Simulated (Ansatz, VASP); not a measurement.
Two plane-wave programs on WC (sol)

```
W C
1.0
     2.89961    0.00000    0.00000
    -1.44980    2.51113    0.00000
     0.00000    0.00000    2.82681
W C
1 1
Direct
  0.00000 0.00000 0.00000
  0.66667 0.33333 0.50000
```

Alike in both runs: functional PBEsol; k mesh 18 × 18 × 14; occupations fermi-dirac, width 0.15 eV; no spin polarisation.

Ansatz relaxed the structure, and its values are those at the end. VASP's run is a single point on that final structure, the one shown.

|  | VASP | Ansatz |
| --- | --- | --- |
| version | VASP 6.6.1 | Ansatz 0.2.0 |
| potentials or method | VASP PAW PBE potentials, release 64 (W_sv, C) | scalar-relativistic, plane waves, PAW |
| plane-wave cutoff (eV) | 520 | 420 |
| valence electrons in the cell | 18 | 18 |

|  | VASP | Ansatz | Ansatz less VASP |
| --- | --- | --- | --- |
| gap on the k mesh at the Fermi level (eV) | none | none | - |
| pressure (GPa) | 1.2 | 0.0 | -1.17 |

A gap of «none» marks a metal or a gap that the smearing closes. With one functional, cell and mesh, what is left measures potentials, basis and numerics. Ansatz warned: «pseudo_functional_mismatch».

Caveats: the PAW data sets were made with another functional, which shifts forces and pressure a little (VASP). Spin-orbit coupling is left out, which matters for the levels of W.
